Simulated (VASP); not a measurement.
# GaSb (F-43m) in VASP: further runs

The runs below take GaSb through single point, with PBEsol, PBEsol+D3(BJ), PBE.

Everything below comes from runs of VASP 6.6.1. Logs are shortened: lines on timing, memory, paths and dates and some standing lists are left out, and cuts for length are marked.

**The experiment to reproduce.**

From a printed reference work, data compilation, for a bulk crystal of GaSb at 4.2 K: band gap 0.811 eV (direct).

The results are compared with them further down.

### 1 The cell of the first run

Symmetry: F-43m, No. 216, cubic system. Conventional cell: a = 5.951 Å, b = 5.951 Å, c = 5.951 Å, α = 90.00°, β = 90.00°, γ = 90.00°. Sb (site symmetry -43m) has 4 Ga at 2.58 Å within 3.4 Å. Ga (site symmetry -43m) has 4 Sb at 2.58 Å within 3.4 Å.

### 2 Single point, PBEsol

INCAR

```
ALGO = Normal
EDIFF = 1E-6
ENCUT = 520
GGA = PS
ISIF = 2
ISMEAR = -1
LASPH = True
LCHARG = False
LREAL = False
LWAVE = False
NBANDS = 16
NELM = 80
PREC = Accurate
SIGMA = 0.05
```

KPOINTS

```
k-points
0
Gamma
  8 8 8
```

POSCAR

```
GaSb
1.0
    0.0000000000      2.9755931265      2.9755931265
    2.9755931265      0.0000000000      2.9755931265
    2.9755931265      2.9755931265      0.0000000000
Sb Ga
1 1
Direct
    0.7500000000      0.7500000000      0.7500000000
    0.0000000000      0.0000000000      0.0000000000
```

Potentials or basis: VASP PAW PBE potentials, release 64 (Sb, Ga_d).

On the command line:

```sh
cat potpaw_PBE.64/Sb/POTCAR potpaw_PBE.64/Ga_d/POTCAR > POTCAR
mpirun -np 1 vasp_std > vasp.out
```

OUTCAR:

```text
EDIFF = 1E-6
   ENCUT = 520
   GGA = PS
   ISIF = 2
   ISMEAR = -1
   LASPH = True
   LREAL = False
   NELM = 80
   PREC = Accurate

 ion  position               nearest neighbor table
   1  0.750  0.750  0.750-   2 2.58   2 2.58   2 2.58   2 2.58
   2  0.000  0.000  0.000-   1 2.58   1 2.58   1 2.58   1 2.58

  LATTYP: Found a face centered cubic cell.
 ALAT       =     5.9511862530

  Lattice vectors:

 A1 = (   0.0000000000,   2.9755931265,   2.9755931265)
 A2 = (   2.9755931265,   0.0000000000,   2.9755931265)
 A3 = (   2.9755931265,   2.9755931265,   0.0000000000)

Analysis of symmetry for initial positions (statically):
=====================================================================
 Subroutine PRICEL returns:
 Original cell was already a primitive cell.

 Routine SETGRP: Setting up the symmetry group for a
 face centered cubic supercell.

 Subroutine GETGRP returns: Found 24 space group operations
 (whereof 24 operations were pure point group operations)
 out of a pool of 48 trial point group operations.

The static configuration has the point symmetry T_d .

Analysis of symmetry for dynamics (positions and initial velocities):
=====================================================================
 Subroutine PRICEL returns:
 Original cell was already a primitive cell.

 Routine SETGRP: Setting up the symmetry group for a
 face centered cubic supercell.

 Subroutine GETGRP returns: Found 24 space group operations
 (whereof 24 operations were pure point group operations)
 out of a pool of 48 trial point group operations.

The dynamic configuration has the point symmetry T_d .

 Subroutine INISYM returns: Found 24 space group operations
 (whereof 24 operations are pure point group operations),
 and found     1 'primitive' translations

----------------------------------------------------------------------------------------

                                     Primitive cell

  volume of cell :      52.6927

  direct lattice vectors                    reciprocal lattice vectors
     0.000000000  2.975593127  2.975593127    -0.168033726  0.168033726  0.168033726
     2.975593127  0.000000000  2.975593127     0.168033726 -0.168033726  0.168033726
     2.975593127  2.975593127  0.000000000     0.168033726  0.168033726 -0.168033726

  length of vectors
     4.208124156  4.208124156  4.208124156     0.291042951  0.291042951  0.291042951

  position of ions in fractional coordinates (direct lattice)
     0.750000000  0.750000000  0.750000000
     0.000000000  0.000000000  0.000000000

  ion indices of the primitive-cell ions
   primitive index   ion index
                 1           1
                 2           2

----------------------------------------------------------------------------------------

 KPOINTS: k-points

Automatic generation of k-mesh.
 Grid dimensions read from file:
 generate k-points for:    8    8    8

 Generating k-lattice:

  Cartesian coordinates                     Fractional coordinates (reciprocal lattice)
    -0.021004216  0.021004216  0.021004216     0.125000000  0.000000000  0.000000000
     0.021004216 -0.021004216  0.021004216     0.000000000  0.125000000  0.000000000
     0.021004216  0.021004216 -0.021004216     0.000000000  0.000000000  0.125000000

  Length of vectors
     0.036380369  0.036380369  0.036380369

  Shift w.r.t. Gamma in fractional coordinates (k-lattice)
     0.000000000  0.000000000  0.000000000

 Subroutine IBZKPT returns following result:
 ===========================================

 Found     29 irreducible k-points:

 Following reciprocal coordinates:
            Coordinates               Weight
  0.000000  0.000000  0.000000      1.000000
  0.125000  0.000000  0.000000      8.000000
  0.250000  0.000000  0.000000      8.000000
  0.375000  0.000000  0.000000      8.000000
  0.500000  0.000000  0.000000      4.000000
  0.125000  0.125000  0.000000      6.000000
[... 16 lines left out ...]
  0.500000  0.250000  0.125000     48.000000
 -0.375000  0.250000  0.125000     24.000000
 [... further k-points ...]
   k-points           NKPTS =     29   k-points in BZ     NKDIM =     29   number of bands    NBANDS=     16
   number of dos      NEDOS =    301   number of ions     NIONS =      2
   total plane-waves  NPLWV =  32768
   dimension x,y,z NGX =    32 NGY =   32 NGZ =   32
   dimension x,y,z NGXF=    64 NGYF=   64 NGZF=   64
   ions per type =               1   1
   NGX,Y,Z   is equivalent  to a cutoff of  12.64, 12.64, 12.64 a.u.
   NGXF,Y,Z  is equivalent  to a cutoff of  25.28, 25.28, 25.28 a.u.
 SYSTEM =  unknown system
   PREC   = accura    normal or accurate (medium, high low for compatibility)
   ISTART =      0    job   : 0-new  1-cont  2-samecut
   ICHARG =      2    charge: 1-file 2-atom 10-const
   ISPIN  =      1    spin polarized calculation?
   LNONCOLLINEAR =      F non collinear calculations
   LSORBIT =      F    spin-orbit coupling
   LASPH  =      T    aspherical Exc in radial PAW
   ENCUT  =  520.0 eV  38.22 Ry    6.18 a.u.   7.82  7.82  7.82*2*pi/ulx,y,z
   NELM   =     80;   NELMIN=  2; NELMDL= -5     # of ELM steps
   EDIFF  = 0.1E-05   stopping-criterion for ELM
   LREAL  =      F    real-space projection
   EDIFFG = 0.1E-04   stopping-criterion for IOM
   NSW    =      0    number of steps for IOM
   IBRION =     -1    ionic relax: 0-MD 1-quasi-New 2-CG
   NFREE  =      0    steps in history (QN), initial steepest desc. (CG)
   ISIF   =      2    stress and relaxation
   ISYM   =      2    0-nonsym 1-usesym 2-fastsym
   POTIM  = 0.5000    time-step for ionic-motion
   TEBEG  =    0.0;   TEEND  =   0.0 temperature during run
   PSTRESS=    0.0 pullay stress
   NELECT =      18.0000    total number of electrons
   NUPDOWN=      -1.0000    fix difference up-down
   EMIN   =  10.00;   EMAX   =-10.00  energy-range for DOS
   EFERMI =   0.00;   METHOD = LEGACY
   ISMEAR =    -1;   SIGMA  =   0.05  broadening in eV -4-tet -1-fermi 0-gaus
   EFERMI_NEDOS =   21; number of points for ismear=-14 and -15
   IALGO  =     38    algorithm
   IMIX   =      4    mixing-type and parameters
     AMIX     =   0.40;   BMIX     =  1.00
     AMIX_MAG =   1.60;   BMIX_MAG =  1.00
  volume/ion in A,a.u.               =      26.35       177.79
  Fermi-wavevector in a.u.,A,eV,Ry     =   1.144411  2.162624 17.819239  1.309677
  Thomas-Fermi vector in A             =   2.281103
   LORBIT       =      0    0 simple, 1 ext, 2 COOP (PROOUT), +10 PAW based schemes
   GGA     = PS    functional components
   LHFCALC =     F    Hartree Fock is set to
   AEXX    =    0.0000 exact exchange contribution
   IVDW    =     0    specifies the selected vdW correction
   LEPSILON=     F    determine dielectric tensor
   LRPA    =     F    only Hartree local field effects (RPA)
 non-spin polarized calculation
  energy-cutoff  :      520.00
  volume of cell :       52.69
 maximum number of plane-waves:      1433
   NGX = 15   NGY = 15   NGZ = 15

 number of electron      18.0000014 magnetization

 Free energy of the ion-electron system (eV)
  ---------------------------------------------------
  ext. energy  EPLUGINS =         0.00000000
  ---------------------------------------------------
  free energy    TOTEN  =        -8.08273247 eV

  energy without entropy =       -8.08267883  energy(sigma->0) =       -8.08270565

 E-fermi :   5.8685     XC(G=0):  -9.6312

 val. band max:        5.6190728633   @ k =   0.0000   0.0000   0.0000
 cond. band min:       6.1460377139   @ k =   0.5000   0.0000   0.0000
 fundamental gap:      0.5269648506
 Fermi energy:         5.8685018165

 k-point     1 :       0.0000    0.0000    0.0000
  band No.  band energies     occupation
      1      -9.5684      2.00000
      2      -9.5684      2.00000
      3      -9.5684      2.00000
      4      -9.5038      2.00000
      5      -9.5038      2.00000
      6      -6.4958      2.00000
[... 8 lines left out ...]
     15      14.3812      0.00000
     16      14.3812      0.00000

 k-point     2 :       0.1250    0.0000    0.0000
  band No.  band energies     occupation
      1      -9.5745      2.00000
      2      -9.5659      2.00000
      3      -9.5659      2.00000
      4      -9.5041      2.00000
      5      -9.5041      2.00000
      6      -6.3181      2.00000
[... 8 lines left out ...]
     15      13.4418      0.00000
     16      13.4418      0.00000

 k-point     3 :       0.2500    0.0000    0.0000
  band No.  band energies     occupation
      1      -9.5890      2.00000
      2      -9.5604      2.00000
      3      -9.5604      2.00000
      4      -9.5044      2.00000
      5      -9.5044      2.00000
      6      -5.8092      2.00000
[... 8 lines left out ...]
     15      13.2265      0.00000
     16      13.2265      0.00000

 k-point     4 :       0.3750    0.0000    0.0000
  band No.  band energies     occupation
      1      -9.6029      2.00000
      2      -9.5556      2.00000
      3      -9.5556      2.00000
      4      -9.5040      2.00000
      5      -9.5040      2.00000
      6      -5.0887      2.00000
[... 8 lines left out ...]
     15      14.2928      0.00000
     16      14.2928      0.00000

 k-point     5 :       0.5000    0.0000    0.0000
  band No.  band energies     occupation
      1      -9.6086      2.00000
      2      -9.5539      2.00000
      3      -9.5539      2.00000
      4      -9.5036      2.00000
      5      -9.5036      2.00000
      6      -4.6406      2.00000
[... 8 lines left out ...]
     15      15.7588      0.00000
     16      15.7588      0.00000

 k-point     6 :       0.1250    0.1250    0.0000
  band No.  band energies     occupation
      1      -9.5790      2.00000
      2      -9.5636      2.00000
      3      -9.5636      2.00000
      4      -9.5057      2.00000
      5      -9.5030      2.00000
      6      -6.2584      2.00000
[... 8 lines left out ...]
     15      12.5342      0.00000
     16      14.5874      0.00000

 k-point     7 :       0.2500    0.1250    0.0000
  band No.  band energies     occupation
      1      -9.5909      2.00000
      2      -9.5590      2.00000
      3      -9.5580      2.00000
      4      -9.5075      2.00000
      5      -9.5026      2.00000
      6      -5.8566      2.00000
[... 8 lines left out ...]
     15      13.7204      0.00000
     16      14.2956      0.00000

 k-point     8 :       0.3750    0.1250    0.0000
  band No.  band energies     occupation
      1      -9.6034      2.00000
      2      -9.5547      2.00000
      3      -9.5528      2.00000
      4      -9.5078      2.00000
      5      -9.5025      2.00000
      6      -5.1865      2.00000
[... 8 lines left out ...]
     15      14.3966      0.00000
     16      15.0202      0.00000

 k-point     9 :       0.5000    0.1250    0.0000
  band No.  band energies     occupation
      1      -9.6104      2.00000
      2      -9.5524      2.00000
      3      -9.5509      2.00000
      4      -9.5061      2.00000
      5      -9.5032      2.00000
      6      -4.5603      2.00000
[... 8 lines left out ...]
     15      15.6169      0.00000
     16      15.7787      0.00000
[... 172 lines left out ...]
 k-point    19 :       0.5000    0.3750    0.0000
  band No.  band energies     occupation
      1      -9.6264      2.00000
      2      -9.5386      2.00000
      3      -9.5371      2.00000
      4      -9.5185      2.00000
      5      -9.4998      2.00000
      6      -3.9292      2.00000
[... 8 lines left out ...]
     15      16.3802      0.00000
     16      16.9642      0.00000

 k-point    20 :      -0.3750    0.3750    0.0000
  band No.  band energies     occupation
      1      -9.6229      2.00000
      2      -9.5428      2.00000
      3      -9.5393      2.00000
      4      -9.5143      2.00000
      5      -9.5021      2.00000
      6      -3.7555      2.00000
[... 8 lines left out ...]
     15      14.5561      0.00000
     16      18.3229      0.00000

 k-point    21 :       0.5000    0.5000    0.0000
  band No.  band energies     occupation
      1      -9.6305      2.00000
      2      -9.5346      2.00000
      3      -9.5346      2.00000
      4      -9.5215      2.00000
      5      -9.4987      2.00000
      6      -3.6827      2.00000
[... 8 lines left out ...]
     15      17.0097      0.00000
     16      17.2183      0.00000

 k-point    22 :       0.3750    0.2500    0.1250
  band No.  band energies     occupation
      1      -9.6023      2.00000
      2      -9.5539      2.00000
      3      -9.5521      2.00000
      4      -9.5096      2.00000
      5      -9.5022      2.00000
      6      -5.3648      2.00000
[... 8 lines left out ...]
     15      14.8494      0.00000
     16      15.1857      0.00000

 k-point    23 :       0.5000    0.2500    0.1250
  band No.  band energies     occupation
      1      -9.6114      2.00000
      2      -9.5506      2.00000
      3      -9.5475      2.00000
      4      -9.5095      2.00000
      5      -9.5029      2.00000
      6      -4.6705      2.00000
[... 8 lines left out ...]
     15      14.5738      0.00000
     16      15.9645      0.00000

 k-point    24 :      -0.3750    0.2500    0.1250
  band No.  band energies     occupation
      1      -9.6148      2.00000
      2      -9.5498      2.00000
      3      -9.5457      2.00000
      4      -9.5083      2.00000
      5      -9.5039      2.00000
      6      -4.2397      2.00000
[... 8 lines left out ...]
     15      15.3184      0.00000
     16      16.0902      0.00000

 [... further k-points ...]
[... 5 lines left out ...]
  --------------------------------------------------------------------------------------
  -------------------------------------------------------------------------------------
  Total        1.6679278      1.6679278      1.6679278      0.0000000      0.0000000     -0.0000000
  in kB       50.7150893     50.7150893     50.7150893      0.0000000      0.0000000     -0.0000000
  external PRESSURE =      50.7150893 kB  Pullay stress =       0.0000000 kB

 VOLUME and BASIS-vectors are now :
 -----------------------------------------------------------------------------
  energy-cutoff  :      520.00
  volume of cell :       52.69
      direct lattice vectors                 reciprocal lattice vectors
     0.000000000  2.975593127  2.975593127    -0.168033726  0.168033726  0.168033726
     2.975593127  0.000000000  2.975593127     0.168033726 -0.168033726  0.168033726
     2.975593127  2.975593127  0.000000000     0.168033726  0.168033726 -0.168033726

 POSITION                                       TOTAL-FORCE (eV/Angst)
 -----------------------------------------------------------------------------------
      4.46339      4.46339      4.46339         0.000000      0.000000      0.000000
      0.00000      0.00000      0.00000        -0.000000     -0.000000     -0.000000
 -----------------------------------------------------------------------------------
    total drift:                               -0.000001     -0.000001     -0.000000

  FREE ENERGIE OF THE ION-ELECTRON SYSTEM (eV)
  ---------------------------------------------------
  free  energy   TOTEN  =        -8.0827324672 eV

  energy  without entropy=       -8.0826788292  energy(sigma->0) =       -8.08270565
```

Run time: 27 s. Hardware: 1 thread of AMD EPYC 7R13, shared host; peak memory 0.16 GiB.

Results:

```yaml
Free_energy: -8.0827 eV
Pressure: 5.1 GPa
Band_gap_on_the_k_mesh: 0.53 eV, indirect (least direct gap 0.60 eV)
```

Levels at points of the mesh, in eV from the valence-band top:
```csv
k point,band 7,band 8,band 9,band 10,band 11,band 12
"(0.00, 0.00, 0.00)",0.00,0.00,0.00,0.60,2.73,2.73
"(0.50, 0.00, 0.00)",-6.84,-1.30,-1.30,0.53,3.71,3.71
"(0.50, 0.50, 0.00)",-7.24,-2.89,-2.89,0.73,0.99,9.22
```

Caveat: the PAW data sets were made with another functional, which shifts forces and pressure a little; spin-orbit coupling is left out, which moves the levels of the heavy elements.

(Part 1 of 2 ends here.)
